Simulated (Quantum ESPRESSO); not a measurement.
# PbSe (Clausthalite) (Fm-3m) in Quantum ESPRESSO: settings compared, part 2 of 4

Quantum ESPRESSO 7.5. The steps go on from the part before.

### Step 3. Band structure, PBEsol

pw.in

```
&CONTROL
  calculation = 'scf'
  prefix = 'pwscf'
  outdir = './tmp'
  pseudo_dir = './pseudo'
  tprnfor = .true.
  tstress = .true.
  disk_io = 'low'
/
&SYSTEM
  ibrav = 0
  A = 4.32841274
  nat = 2
  ntyp = 2
  ecutwfc = 70
  nbnd = 16
  input_dft = 'pbesol'
  occupations = 'smearing'
  smearing = 'fd'
  degauss = 0.00367493
/
&ELECTRONS
  conv_thr = 4d-10
  electron_maxstep = 120
  mixing_beta = 0.5
/
ATOMIC_SPECIES
Pb   207.2000 Pb_ONCV_PBE-1.2.upf
Se    78.9710 Se_ONCV_PBE-1.2.upf
CELL_PARAMETERS alat
   0.0000000000    0.7071067811    0.7071067811
   0.7071067811    0.0000000000    0.7071067811
   0.7071067811    0.7071067811    0.0000000000
ATOMIC_POSITIONS alat
Pb     0.0000000000    0.0000000000    0.0000000000
Se     0.7071067811    0.7071067811    0.7071067811
K_POINTS automatic
8 8 8 0 0 0
```

bands.in

```
&CONTROL
  calculation = 'bands'
  prefix = 'pwscf'
  outdir = './tmp'
  pseudo_dir = './pseudo'
  disk_io = 'low'
  verbosity = 'high'
/
&SYSTEM
  ibrav = 0
  A = 4.32841274
  nat = 2
  ntyp = 2
  ecutwfc = 70
  nbnd = 16
  input_dft = 'pbesol'
  occupations = 'smearing'
  smearing = 'fd'
  degauss = 0.00367493
/
&ELECTRONS
  conv_thr = 1d-08
  electron_maxstep = 120
  mixing_beta = 0.5
  diago_full_acc = .true.
  startingwfc = 'random'
/
ATOMIC_SPECIES
Pb   207.2000 Pb_ONCV_PBE-1.2.upf
Se    78.9710 Se_ONCV_PBE-1.2.upf
CELL_PARAMETERS alat
   0.0000000000    0.7071067811    0.7071067811
   0.7071067811    0.0000000000    0.7071067811
   0.7071067811    0.7071067811    0.0000000000
ATOMIC_POSITIONS alat
Pb     0.0000000000    0.0000000000    0.0000000000
Se     0.7071067811    0.7071067811    0.7071067811
K_POINTS crystal
60
 0.0000000000  0.0000000000  0.0000000000 1
 0.0625000000  0.0000000000  0.0625000000 1
 0.1250000000  0.0000000000  0.1250000000 1
 0.1875000000  0.0000000000  0.1875000000 1
 0.2500000000  0.0000000000  0.2500000000 1
 0.3125000000  0.0000000000  0.3125000000 1
 0.3750000000  0.0000000000  0.3750000000 1
 0.4375000000  0.0000000000  0.4375000000 1
 0.5000000000  0.0000000000  0.5000000000 1
 0.5000000000  0.0625000000  0.5625000000 1
 0.5000000000  0.1250000000  0.6250000000 1
 0.5000000000  0.1875000000  0.6875000000 1
 0.5000000000  0.2500000000  0.7500000000 1
 0.4375000000  0.3125000000  0.7500000000 1
 0.3750000000  0.3750000000  0.7500000000 1
 0.3375000000  0.3375000000  0.6750000000 1
 0.3000000000  0.3000000000  0.6000000000 1
 0.2625000000  0.2625000000  0.5250000000 1
 0.2250000000  0.2250000000  0.4500000000 1
 0.1875000000  0.1875000000  0.3750000000 1
 0.1500000000  0.1500000000  0.3000000000 1
 0.1125000000  0.1125000000  0.2250000000 1
 0.0750000000  0.0750000000  0.1500000000 1
 0.0375000000  0.0375000000  0.0750000000 1
 0.0000000000  0.0000000000  0.0000000000 1
 0.0625000000  0.0625000000  0.0625000000 1
 0.1250000000  0.1250000000  0.1250000000 1
 0.1875000000  0.1875000000  0.1875000000 1
 0.2500000000  0.2500000000  0.2500000000 1
 0.3125000000  0.3125000000  0.3125000000 1
 0.3750000000  0.3750000000  0.3750000000 1
 0.4375000000  0.4375000000  0.4375000000 1
 0.5000000000  0.5000000000  0.5000000000 1
 0.5250000000  0.4500000000  0.5250000000 1
 0.5500000000  0.4000000000  0.5500000000 1
 0.5750000000  0.3500000000  0.5750000000 1
 0.6000000000  0.3000000000  0.6000000000 1
 0.6250000000  0.2500000000  0.6250000000 1
 0.5833333333  0.2500000000  0.6666666667 1
 0.5416666667  0.2500000000  0.7083333333 1
 0.5000000000  0.2500000000  0.7500000000 1
 0.5000000000  0.2857142857  0.7142857143 1
 0.5000000000  0.3214285714  0.6785714286 1
 0.5000000000  0.3571428571  0.6428571429 1
 0.5000000000  0.3928571429  0.6071428571 1
 0.5000000000  0.4285714286  0.5714285714 1
 0.5000000000  0.4642857143  0.5357142857 1
 0.5000000000  0.5000000000  0.5000000000 1
 0.4821428571  0.4821428571  0.5357142857 1
 0.4642857143  0.4642857143  0.5714285714 1
 0.4464285714  0.4464285714  0.6071428571 1
 0.4285714286  0.4285714286  0.6428571429 1
 0.4107142857  0.4107142857  0.6785714286 1
 0.3928571429  0.3928571429  0.7142857143 1
 0.3750000000  0.3750000000  0.7500000000 1
 0.6250000000  0.2500000000  0.6250000000 1
 0.5937500000  0.1875000000  0.5937500000 1
 0.5625000000  0.1250000000  0.5625000000 1
 0.5312500000  0.0625000000  0.5312500000 1
 0.5000000000  0.0000000000  0.5000000000 1
```

Potentials or basis: SG15 PBE 1.2.

The run is started by

```bash
> OMP_NUM_THREADS=1 pw.x -in pw.in > pw.out
> OMP_NUM_THREADS=1 pw.x -in bands.in > bands.out
```

pw.out:

```text
This program is part of the open-source Quantum ESPRESSO suite
     for quantum simulation of materials; please cite
         "P. Giannozzi et al., J. Phys.:Condens. Matter 21 395502 (2009);
         "P. Giannozzi et al., J. Phys.:Condens. Matter 29 465901 (2017);
         "P. Giannozzi et al., J. Chem. Phys. 152 154105 (2020);
     in publications or presentations arising from this work. More details at

     IMPORTANT: XC functional enforced from input :
     Exchange-correlation= PBESOL
                           (   1   4  10   8   0   0   0)
     Any further DFT definition will be discarded
     Please, verify this is what you really want

     Message from routine setup:
     using ibrav=0 with symmetry is DISCOURAGED, use correct ibrav instead

     G-vector sticks info
     --------------------
     sticks:   dense  smooth     PW     G-vecs:    dense   smooth      PW
     Sum        1285    1285    379                30731    30731    4909

     Using Slab Decomposition

     bravais-lattice index     =            0
     lattice parameter (alat)  =       8.1795  a.u.
     unit-cell volume          =     386.9614 (a.u.)^3
     number of atoms/cell      =            2
     number of atomic types    =            2
     number of electrons       =        20.00
     number of Kohn-Sham states=           16
     kinetic-energy cutoff     =      70.0000  Ry
     charge density cutoff     =     280.0000  Ry
     scf convergence threshold =      4.0E-10
     mixing beta               =       0.5000
     number of iterations used =            8  plain     mixing
     Exchange-correlation= PBESOL
                           (   1   4  10   8   0   0   0)

     celldm(1)=   8.179515  celldm(2)=   0.000000  celldm(3)=   0.000000
     celldm(4)=   0.000000  celldm(5)=   0.000000  celldm(6)=   0.000000

     crystal axes: (cart. coord. in units of alat)
               a(1) = (   0.000000   0.707107   0.707107 )
               a(2) = (   0.707107   0.000000   0.707107 )
               a(3) = (   0.707107   0.707107   0.000000 )

     reciprocal axes: (cart. coord. in units 2 pi/alat)
               b(1) = ( -0.707107  0.707107  0.707107 )
               b(2) = (  0.707107 -0.707107  0.707107 )
               b(3) = (  0.707107  0.707107 -0.707107 )

     PseudoPot. # 1 for Pb read from file:
     Pb_ONCV_PBE-1.2.upf
     Pseudo is Norm-conserving, Zval = 14.0
     Generated using ONCVPSP code by D. R. Hamann
     Using radial grid of  602 points,  8 beta functions with:
                l(1) =   0
                l(2) =   0
                l(3) =   1
                l(4) =   1
                l(5) =   2
                l(6) =   2
                l(7) =   3
                l(8) =   3

     PseudoPot. # 2 for Se read from file:
     Se_ONCV_PBE-1.2.upf
     Pseudo is Norm-conserving, Zval =  6.0
     Generated using ONCVPSP code by D. R. Hamann
     Using radial grid of  602 points,  6 beta functions with:
                l(1) =   0
                l(2) =   0
                l(3) =   1
                l(4) =   1
                l(5) =   2
                l(6) =   2

     atomic species   valence    mass     pseudopotential
     Pb               14.00   207.20000     Pb( 1.00)
     Se                6.00    78.97100     Se( 1.00)

     48 Sym. Ops., with inversion, found

   Cartesian axes

     site n.     atom                  positions (alat units)
         1        Pb     tau(   1) = (   0.0000000   0.0000000   0.0000000  )
         2        Se     tau(   2) = (   0.7071068   0.7071068   0.7071068  )

     number of k points=    29  Fermi-Dirac smearing, width (Ry)=  0.0037
                       cart. coord. in units 2pi/alat
        k(    1) = (   0.0000000   0.0000000   0.0000000), wk =   0.0039062
        k(    2) = (   0.0883883   0.0883883  -0.0883883), wk =   0.0312500
        k(    3) = (   0.1767767   0.1767767  -0.1767767), wk =   0.0312500
        k(    4) = (   0.2651650   0.2651650  -0.2651650), wk =   0.0312500
        k(    5) = (  -0.3535534  -0.3535534   0.3535534), wk =   0.0156250
        k(    6) = (   0.1767767   0.0000000   0.0000000), wk =   0.0234375
[... 21 lines left out ...]
        k(   28) = (  -0.7071068   0.1767767   0.0000000), wk =   0.0468750
        k(   29) = (  -0.7071068   0.3535534   0.0000000), wk =   0.0234375

     Dense  grid:    30731 G-vectors     FFT dimensions: (  45,  45,  45)

     Initial potential from superposition of free atoms

     starting charge      19.8800, renormalised to      20.0000
     Starting wfcs are random

     Self-consistent Calculation

     iteration #  1     ecut=    70.00 Ry     beta= 0.50
     Davidson diagonalization with overlap
     ethr =  1.00E-02,  avg # of iterations =  8.3

     Threshold (ethr) on eigenvalues was too large:
     Diagonalizing with lowered threshold

     Davidson diagonalization with overlap
     ethr =  3.90E-04,  avg # of iterations =  3.5

     total energy              =    -131.64757712 Ry
     estimated scf accuracy    <       0.07268674 Ry
[... 36 lines left out ...]
     iteration #  7     ecut=    70.00 Ry     beta= 0.50
     Davidson diagonalization with overlap
     ethr =  6.67E-11,  avg # of iterations =  2.1

     End of self-consistent calculation

          k = 0.0000 0.0000 0.0000 (  3839 PWs)   bands (ev):

    -7.9573  -7.9573  -7.9573  -7.9557  -7.9557  -4.9255   2.3860   6.7943
     6.7943   6.7943  13.3299  13.3299  13.3299  15.0752  15.0752  15.0752

          k = 0.0884 0.0884-0.0884 (  3786 PWs)   bands (ev):
[... 16 lines left out ...]
    -7.9816  -7.9816  -7.9546  -7.9223  -7.9223  -3.8400  -0.1496   7.2155
     7.2155   8.7008   8.8377  10.2815  10.2815  17.0620  18.7354  18.7651

          k = 0.1768 0.0000 0.0000 (  3811 PWs)   bands (ev):

    -7.9665  -7.9601  -7.9528  -7.9508  -7.9508  -4.7636   1.9318   6.5640
     6.5640   7.5927  11.2461  13.1782  13.1782  14.1041  16.0846  16.0846

          k = 0.2652 0.0884-0.0884 (  3818 PWs)   bands (ev):
[... 21 lines left out ...]
    -7.9760  -7.9728  -7.9537  -7.9392  -7.9325  -4.2420   0.7595   5.9875
     7.2947   8.2448   9.7735  10.7181  12.4863  15.4330  16.1692  18.0202

          k = 0.0000-0.1768 0.1768 (  3829 PWs)   bands (ev):

    -7.9653  -7.9639  -7.9565  -7.9499  -7.9418  -4.6130   1.5070   6.3049
     7.1392   7.6759  10.9524  11.5579  12.8613  15.0973  15.4650  16.5616

          k = 0.3536 0.0000 0.0000 (  3831 PWs)   bands (ev):

    -8.0074  -7.9669  -7.9457  -7.9345  -7.9345  -4.3055   1.3041   6.0492
     6.0492   7.0212  11.0187  13.0595  13.3823  13.3823  18.0396  18.1813

          k = 0.4419 0.0884-0.0884 (  3839 PWs)   bands (ev):
[... 11 lines left out ...]
    -8.0215  -7.9654  -7.9465  -7.9343  -7.9230  -3.6167   0.2612   4.7730
     6.5242   7.0900  10.8019  11.4475  13.2870  15.9938  17.4418  17.7619

          k = 0.0000-0.3536 0.3536 (  3803 PWs)   bands (ev):

    -7.9973  -7.9709  -7.9462  -7.9348  -7.9327  -3.8871   0.4296   5.1138
     7.0645   7.8966   9.9826  10.7802  13.0511  16.5874  16.6543  18.0699

          k = 0.5303 0.0000-0.0000 (  3840 PWs)   bands (ev):
[... 11 lines left out ...]
    -8.0579  -7.9598  -7.9513  -7.9234  -7.9166  -3.4651   0.6258   4.0314
     5.9205   6.2462  12.0008  12.6451  14.0695  14.3688  18.6798  18.8656

          k =-0.7071 0.0000 0.0000 (  3860 PWs)   bands (ev):

    -8.0936  -7.9766  -7.9356  -7.9102  -7.9102  -3.4520   1.2965   3.6182
     5.4057   5.4057  12.2036  14.2525  14.2525  14.6880  19.9628  20.2008

          k = 0.3536 0.1768-0.0000 (  3818 PWs)   bands (ev):
[... 26 lines left out ...]
    -8.0339  -7.9623  -7.9439  -7.9403  -7.9180  -3.5581   0.4274   4.5837
     5.4006   7.8410  10.2558  12.6549  13.4145  16.3000  16.3490  19.1999

          k =-0.7071 0.1768 0.0000 (  3832 PWs)   bands (ev):

    -8.0758  -7.9674  -7.9443  -7.9205  -7.9102  -3.4383   0.9391   3.8258
     5.0658   6.4177  12.4512  12.6573  14.3510  14.7570  18.6805  20.1914

          k =-0.7071 0.3536 0.0000 (  3852 PWs)   bands (ev):

    -8.0548  -7.9561  -7.9444  -7.9444  -7.9102  -3.4238   0.6505   4.3849
     4.3849   7.9030  10.4731  13.5520  13.5520  16.3093  16.3093  20.3992

     the Fermi energy is     8.7693 ev

!    total energy              =    -131.66854686 Ry
     estimated scf accuracy    <          3.9E-10 Ry
     smearing contrib. (-TS)   =      -0.00005803 Ry
     internal energy E=F+TS    =    -131.66848884 Ry

     The total energy is F=E-TS. E is the sum of the following terms:
     one-electron contribution =     -31.79852041 Ry
     hartree contribution      =      25.81686021 Ry
     xc contribution           =     -17.90602494 Ry
     ewald contribution        =    -107.78080369 Ry

     convergence has been achieved in   7 iterations

     Forces acting on atoms (cartesian axes, Ry/au):

     atom    1 type  1   force =     0.00000000    0.00000000    0.00000000
     atom    2 type  2   force =    -0.00000000    0.00000000    0.00000000

     Total force =     0.000000     Total SCF correction =     0.000000

     Computing stress (Cartesian axis) and pressure

          total   stress  (Ry/bohr**3)                   (kbar)     P=       -2.19
  -0.00001491   0.00000000   0.00000000           -2.19        0.00        0.00
   0.00000000  -0.00001491   0.00000000            0.00       -2.19        0.00
   0.00000000   0.00000000  -0.00001491            0.00        0.00       -2.19

=------------------------------------------------------------------------------=
   JOB DONE.
=------------------------------------------------------------------------------=
```

Wall time 75 s (1 thread of Arm Neoverse V2, shared host); peak memory 0.09 GiB.

What came out:

```
Free energy             : -1791.4418 eV
Pressure                : -0.2 GPa
Band gap on the k mesh  : 0.14 eV, direct
Band gap along the path : 0.14 eV, direct
```

Levels at the corners of the path, in eV from the valence-band top:
```csv
point,band 7,band 8,band 9,band 10,band 11,band 12,band 13,band 14
Γ,-6.31,-1.91,-1.91,-1.91,4.63,4.63,4.63,6.37
X,-7.40,-5.08,-3.30,-3.30,3.50,5.55,5.55,5.99
W,-8.05,-4.32,-4.32,-0.80,1.77,4.85,4.85,7.61
K,-8.07,-4.67,-2.78,-2.45,3.30,3.94,5.37,5.67
Γ,-6.31,-1.91,-1.91,-1.91,4.63,4.63,4.63,6.37
L,-8.85,-1.49,-1.49,0.00,0.14,1.58,1.58,8.36
U,-8.07,-4.67,-2.78,-2.45,3.30,3.94,5.37,5.67
W,-8.05,-4.32,-4.32,-0.80,1.77,4.85,4.85,7.61
L,-8.85,-1.49,-1.49,0.00,0.14,1.58,1.58,8.36
K,-8.07,-4.67,-2.78,-2.45,3.30,3.94,5.37,5.67
U,-8.07,-4.67,-2.78,-2.45,3.30,3.94,5.37,5.67
X,-7.40,-5.08,-3.30,-3.30,3.50,5.55,5.55,5.99
```

Caveat: the potentials were made for another functional, which shifts forces and pressure; spin-orbit coupling is left out, which as a rule narrows the gap of such compounds by several tenths of an eV.

(Part 2 of 4 ends here.)
